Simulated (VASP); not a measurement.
# CdO (Fm-3m) in VASP: notebook

One crystal, CdO, is run at these levels: PBE+D3(BJ); tasks: relaxation of cell and atoms.

All numbers are computed with VASP 6.6.1; they aren't measurements. Logs are shortened: lines on timing, memory, paths and dates and some standing lists are left out, and cuts for length are marked.

**1. The structure**

It takes space group Fm-3m (No. 225, cubic). The conventional cell has a = 4.431 Å, b = 4.431 Å, c = 4.431 Å, α = 90.00°, β = 90.00°, γ = 90.00°. Around Cd (site symmetry m-3m) lie 6 O at 2.22 Å. Around O (site symmetry m-3m) lie 6 Cd at 2.22 Å.

**2. Relaxation of cell and atoms, PBE+D3(BJ), target pressure 18 GPa, at which the enthalpy is minimised**

The input, INCAR:

```
ALGO = Normal ; EDIFF = 1E-7
EDIFFG = -0.002 ; ENCUT = 520
GGA = PE ; IBRION = 2
ISIF = 3 ; ISMEAR = 0
IVDW = 12 ; LASPH = T
LCHARG = F ; LREAL = F
LWAVE = F ; NELM = 100
NSW = 80 ; PREC = Accurate
PSTRESS = 180.0 ; SIGMA = 0.1
```

The input, KPOINTS:

```
k-points
0
Gamma
  16 16 16
```

The input, POSCAR:

```
CdO                                     
1.0
    0.0000000000      2.2155849016      2.2155849016
    2.2155849016      0.0000000000      2.2155849016
    2.2155849016      2.2155849016      0.0000000000
  Cd              O             
     1     1
Direct
     0.0000000000000000    0.0000000000000000    0.0000000000000000
     0.5000000000000000    0.5000000000000000    0.5000000000000000
```

Potentials or basis: VASP PAW PBE potentials, release 64 (Cd, O).

On the command line:

```sh
$ cat potpaw_PBE.64/Cd/POTCAR potpaw_PBE.64/O/POTCAR > POTCAR
$ mpirun -np 1 vasp_std > vasp.out
```

OUTCAR:

```text
EDIFF = 1E-7
   EDIFFG = -0.002
   ENCUT = 520
   GGA = PE
   IBRION = 2
   ISIF = 3
   ISMEAR = 0
   IVDW = 12
   LASPH = T
   LREAL = F
   NELM = 100
   NSW = 80
   PREC = Accurate
   PSTRESS = 180.0
 IVDW          = 12

 ion  position               nearest neighbor table
   1  0.000  0.000  0.000-   2 2.22   2 2.22   2 2.22   2 2.22   2 2.22   2 2.22
   2  0.500  0.500  0.500-   1 2.22   1 2.22   1 2.22   1 2.22   1 2.22   1 2.22

  LATTYP: Found a face centered cubic cell.
 ALAT       =     4.4311698032

  Lattice vectors:

 A1 = (   0.0000000000,   2.2155849016,   2.2155849016)
 A2 = (   2.2155849016,   0.0000000000,   2.2155849016)
 A3 = (   2.2155849016,   2.2155849016,   0.0000000000)

Analysis of symmetry for initial positions (statically):
=====================================================================
 Subroutine PRICEL returns:
 Original cell was already a primitive cell.

 Routine SETGRP: Setting up the symmetry group for a
 face centered cubic supercell.

 Subroutine GETGRP returns: Found 48 space group operations
 (whereof 48 operations were pure point group operations)
 out of a pool of 48 trial point group operations.

The static configuration has the point symmetry O_h .

Analysis of symmetry for dynamics (positions and initial velocities):
=====================================================================
 Subroutine PRICEL returns:
 Original cell was already a primitive cell.

 Routine SETGRP: Setting up the symmetry group for a
 face centered cubic supercell.

 Subroutine GETGRP returns: Found 48 space group operations
 (whereof 48 operations were pure point group operations)
 out of a pool of 48 trial point group operations.

The dynamic configuration has the point symmetry O_h .

 Subroutine INISYM returns: Found 48 space group operations
 (whereof 48 operations are pure point group operations),
 and found     1 'primitive' translations

----------------------------------------------------------------------------------------

                                     Primitive cell

  volume of cell :      21.7518

  direct lattice vectors                    reciprocal lattice vectors
     0.000000000  2.215584902  2.215584902    -0.225674042  0.225674042  0.225674042
     2.215584902  0.000000000  2.215584902     0.225674042 -0.225674042  0.225674042
     2.215584902  2.215584902  0.000000000     0.225674042  0.225674042 -0.225674042

  length of vectors
     3.133310216  3.133310216  3.133310216     0.390878907  0.390878907  0.390878907

  position of ions in fractional coordinates (direct lattice)
     0.000000000  0.000000000  0.000000000
[... 81 lines left out ...]
   NSW    =     80    number of steps for IOM
   IBRION =      2    ionic relax: 0-MD 1-quasi-New 2-CG
   NFREE  =      1    steps in history (QN), initial steepest desc. (CG)
   ISIF   =      3    stress and relaxation
   ISYM   =      2    0-nonsym 1-usesym 2-fastsym
   POTIM  = 0.5000    time-step for ionic-motion
   TEBEG  =    0.0;   TEEND  =   0.0 temperature during run
   PSTRESS=  180.0 pullay stress
   NELECT =      18.0000    total number of electrons
   NUPDOWN=      -1.0000    fix difference up-down
   EMIN   =  10.00;   EMAX   =-10.00  energy-range for DOS
   EFERMI =   0.00;   METHOD = LEGACY
   ISMEAR =     0;   SIGMA  =   0.10  broadening in eV -4-tet -1-fermi 0-gaus
   EFERMI_NEDOS =   21; number of points for ismear=-14 and -15
   IALGO  =     38    algorithm
   IMIX   =      4    mixing-type and parameters
     AMIX     =   0.40;   BMIX     =  1.00
     AMIX_MAG =   1.60;   BMIX_MAG =  1.00
  volume/ion in A,a.u.               =      10.88        73.39
  Fermi-wavevector in a.u.,A,eV,Ry     =   1.536977  2.904465 32.141005  2.362297
  Thomas-Fermi vector in A             =   2.643550
   LORBIT       =      0    0 simple, 1 ext, 2 COOP (PROOUT), +10 PAW based schemes
   GGA     = PE    functional components
   LHFCALC =     F    Hartree Fock is set to
   AEXX    =    0.0000 exact exchange contribution
   IVDW    =    12    specifies the selected vdW correction
   LEPSILON=     F    determine dielectric tensor
   LRPA    =     F    only Hartree local field effects (RPA)
 conjugate gradient relaxation of ions
 non-spin polarized calculation
 Gauss-broadening in eV      SIGMA  =   0.10
  energy-cutoff  :      520.00
  volume of cell :       21.75
 maximum number of plane-waves:       604
   NGX = 11   NGY = 11   NGZ = 11

--------------------------------------- Ionic step        1  -------------------------------------------

 number of electron      18.0000002 magnetization

 Free energy of the ion-electron system (eV)
  ---------------------------------------------------
  ext. energy  EPLUGINS =         0.00000000
  ---------------------------------------------------
  free energy    TOTEN  =        -7.02064634 eV

  energy without entropy =       -7.02056026  energy(sigma->0) =       -7.02060330

 E-fermi :   4.0906     XC(G=0): -12.7262

 val. band max:        3.9674938067   @ k =   0.5000   0.0000   0.0000
 cond. band min:       4.3355246146   @ k =   0.0625   0.0000   0.0000
 fundamental gap:      0.3680308079
 Fermi energy:         4.0906402897

 k-point     1 :       0.0000    0.0000    0.0000
  band No.  band energies     occupation
      1     -14.9728      2.00000
      2      -3.2726      2.00000
      3      -3.2726      2.00000
      4      -3.2726      2.00000
      5      -2.8255      2.00000
      6      -2.8255      2.00000
      7       1.8166      2.00000
      8       1.8166      2.00000
      9       1.8166      2.00000
     10       3.8955      1.99421
     11      19.0517      0.00000
     12      22.2223      0.00000
     13      22.2223      0.00000
[... 489 lines left out ...]
  energy  without entropy=       -8.1626532094  energy(sigma->0) =       -8.16275458

  enthalpy is  TOTEN    =        -5.4533449434 eV   P V=        2.7095110139

[... ionic steps 4 to 15 ...]

--------------------------------------- Ionic step       16  -------------------------------------------

 number of electron      18.0000010 magnetization

------------------------ aborting loop because EDIFF is reached ----------------------------------------
[... 79 lines left out ...]
--------------------------------------- Ionic step       18  -------------------------------------------

 number of electron      18.0000010 magnetization

 Free energy of the ion-electron system (eV)
  ---------------------------------------------------
  ext. energy  EPLUGINS =         0.00000000
  ---------------------------------------------------
  free energy    TOTEN  =        -7.51641103 eV

  energy without entropy =       -7.51622002  energy(sigma->0) =       -7.51631553

 E-fermi :   2.9377     XC(G=0): -12.1405

 val. band max:        2.8234564605   @ k =   0.5000   0.0000   0.0000
 cond. band min:       3.0318057949   @ k =   0.0625   0.0000   0.0000
 fundamental gap:      0.2083493344
 Fermi energy:         2.9376925462

 k-point     1 :       0.0000    0.0000    0.0000
  band No.  band energies     occupation
      1     -15.1683      2.00000
      2      -4.0662      2.00000
      3      -4.0662      2.00000
      4      -4.0662      2.00000
      5      -3.7043      2.00000
      6      -3.7043      2.00000
      7       1.1703      2.00000
      8       1.1703      2.00000
      9       1.1703      2.00000
     10       2.5456      2.00000
     11      17.8942      0.00000
     12      20.3926      0.00000
     13      20.3926      0.00000
[... 405 lines left out ...]
  energy  without entropy=       -8.1512638231  energy(sigma->0) =       -8.15135933

  enthalpy is  TOTEN    =        -5.4536596702 eV   P V=        2.6977951674

 reached required accuracy - stopping structural energy minimisation
```

OSZICAR:

```text
N       E                     dE             d eps       ncg     rms          rms(c)
DAV:   1     0.121767370200E+03    0.12177E+03   -0.11139E+04  4026   0.147E+03
DAV:   2    -0.503781310648E+01   -0.12681E+03   -0.11867E+03  4215   0.345E+02
[... 125 lines left out ...]
DAV:   7    -0.751802586969E+01   -0.19175E-07   -0.71849E-09  1885   0.137E-03
  17 F= -.54536559E+01 E0= -.54535599E+01  d E =-.267129E-04
       N       E                     dE             d eps       ncg     rms          rms(c)
DAV:   1    -0.751644995063E+01    0.15759E-02   -0.84223E-04  3840   0.439E-01    0.435E-02
DAV:   2    -0.751641468029E+01    0.35270E-04   -0.87111E-05  3980   0.138E-01    0.158E-02
DAV:   3    -0.751641101218E+01    0.36681E-05   -0.84601E-06  3890   0.596E-02    0.161E-02
DAV:   4    -0.751641103240E+01   -0.20222E-07   -0.73057E-07  3812   0.940E-03
  18 F= -.54536597E+01 E0= -.54535642E+01  d E =-.304690E-04
```

Wall time 3.6 min (1 thread of Intel Xeon Platinum 8259CL at 2.50GHz (Skylake/Cascade Lake), shared host); peak memory 0.19 GiB.

What came out:

| Property | Result |
| --- | --- |
| Free energy | -8.1515 eV |
| Relaxed volume | 12.01 Å³/atom |
| Relaxed cell | a = 3.238 Å, b = 3.238 Å, c = 3.238 Å, α = 60.00°, β = 60.00°, γ = 60.00° |
| Space group after relaxing (to 0.05 Å) | Fm-3m (No. 225) |
| Energy change on relaxing (the enthalpy is what falls) | -214.5 meV/atom |
| Ionic steps | 18 |
| Pressure after relaxing | 18.0 GPa |
| Band gap on the k mesh | none (metal or under the smearing width) |
| Dispersion energy per atom | -0.318 eV |

Step by step:
```
step  energy change (eV)  largest force (eV/Å)  pressure (GPa)  volume (Å³)
   1              0.0000                0.0000           45.00        21.75
   2             -0.5172                0.0000           -7.66        28.05
   3             -0.4404                0.0000           17.01        24.12
   4             -0.4300                0.0000           17.92        24.02
   5             -0.4247                0.0000           18.35        23.98
   6             -0.4248                0.0000           18.35        23.98
   7             -0.4252                0.0000           18.31        23.98
   8             -0.4252                0.0000           18.31        23.98
   9             -0.4252                0.0000           18.31        23.98
  10             -0.4252                0.0000           18.31        23.98
  11             -0.4253                0.0000           18.31        23.98
  12             -0.4253                0.0000           18.30        23.98
  13             -0.4255                0.0000           18.29        23.98
  14             -0.4258                0.0000           18.26        23.99
  15             -0.4265                0.0000           18.20        23.99
  16             -0.4277                0.0000           18.10        24.00
  17             -0.4303                0.0000           17.89        24.02
  18             -0.4290                0.0000           18.01        24.01
```

Final structure:
```xyz
2
Lattice="0.0000 2.2898 2.2898 2.2898 0.0000 2.2898 2.2898 2.2898 0.0000" Properties=species:S:1:pos:R:3 pbc="T T T"
Cd    0.0000    0.0000    0.0000
O     2.2898    2.2898    2.2898
```

Levels at points of the mesh, in eV from the Fermi level:
```csv
k point,band 7,band 8,band 9,band 10,band 11,band 12
"(0.00, 0.00, 0.00)",-1.77,-1.77,-1.77,-0.39,14.96,17.45
"(0.50, 0.00, 0.00)",-4.11,-0.11,-0.11,4.35,7.75,12.22
"(0.50, 0.50, 0.00)",-5.04,-2.83,-2.83,4.10,8.77,11.38
```

Caveat: the cell is relaxed towards a set pressure, so the enthalpy falls and the energy may rise; pairwise dispersion overbinds metals, which lowers pressure and volume; this crystal is a semiconductor, whose small gap the functional closes, so the metal is an error of the method.

**3. Relaxation of cell and atoms, PBE+D3(BJ), target pressure 18 GPa, at which the enthalpy is minimised**

This run uses another cell than the first one, of 12.01 Å³/atom, 1.104 times its volume.

INCAR is that of step 2.

KPOINTS is that of step 2.

The input, POSCAR:

```
CdO                                     
1.0
    0.0000000000      2.2898428846      2.2898428846
    2.2898428846      0.0000000000      2.2898428846
    2.2898428846      2.2898428846     -0.0000000000
  Cd              O             
     1     1
Direct
     0.0000000000000000    0.0000000000000000    0.0000000000000000
     0.5000000000000000    0.5000000000000000    0.5000000000000000
```

Potentials or basis: VASP PAW PBE potentials, release 64 (Cd, O).

On the command line:

```sh
$ cat potpaw_PBE.64/Cd/POTCAR potpaw_PBE.64/O/POTCAR > POTCAR
$ mpirun -np 1 vasp_std > vasp.out
```

Run time: 61 s. Hardware: 1 thread of Intel Xeon Platinum 8259CL at 2.50GHz (Skylake/Cascade Lake), shared host; peak memory 0.19 GiB.

It converged, with:

```yaml
Free_energy: -8.1575 eV
Relaxed_volume: 12.02 Å³/atom
Relaxed_cell: a = 3.239 Å, b = 3.239 Å, c = 3.239 Å, α = 60.00°, β = 60.00°, γ = 60.00°
Space_group_after_relaxing_to_0.05_Å: Fm-3m (No. 225)
Energy_change_on_relaxing_the_enthalpy_is_what_falls: -1.3 meV/atom
Ionic_steps: 3
Pressure_after_relaxing: 18.0 GPa
Band_gap_on_the_k_mesh: none (metal or under the smearing width)
Dispersion_energy_per_atom: -0.317 eV
```

Step by step:
| step | energy change (eV) | largest force (eV/Å) | pressure (GPa) | volume (Å³) |
| --- | --- | --- | --- | --- |
| 1 | 0.0000 | 0.0000 | 18.22 | 24.01 |
| 2 | -0.0064 | 0.0000 | 17.70 | 24.07 |
| 3 | -0.0026 | 0.0000 | 18.01 | 24.04 |

Final structure:
```cif
data_structure
_symmetry_space_group_name_H-M 'P 1'
_symmetry_Int_Tables_number 1
_cell_length_a 3.2394
_cell_length_b 3.2394
_cell_length_c 3.2394
_cell_angle_alpha 60.000
_cell_angle_beta 60.000
_cell_angle_gamma 60.000
_cell_volume 24.04
loop_
_atom_site_label
_atom_site_type_symbol
_atom_site_fract_x
_atom_site_fract_y
_atom_site_fract_z
_atom_site_occupancy
Cd1 Cd 0.00000 0.00000 0.00000 1
O1 O 0.50000 0.50000 0.50000 1
```

Levels at points of the mesh, in eV from the Fermi level:
| k point | band 5 | band 6 | band 7 | band 8 | band 9 | band 10 | band 11 | band 12 | band 13 |
| --- | --- | --- | --- | --- | --- | --- | --- | --- | --- |
| (0.00, 0.00, 0.00) | -6.64 | -6.64 | -1.76 | -1.76 | -1.76 | -0.39 | 14.96 | 17.45 | 17.45 |
| (0.50, 0.00, 0.00) | -6.34 | -6.34 | -4.11 | -0.11 | -0.11 | 4.35 | 7.74 | 12.22 | 12.22 |
| (0.50, 0.50, 0.00) | -6.17 | -5.74 | -5.03 | -2.83 | -2.83 | 4.09 | 8.76 | 11.38 | 13.91 |

Caveat: the cell is relaxed towards a set pressure, so the enthalpy falls and the energy may rise; pairwise dispersion overbinds metals, which lowers pressure and volume; this crystal is a semiconductor, whose small gap the functional closes, so the metal is an error of the method.
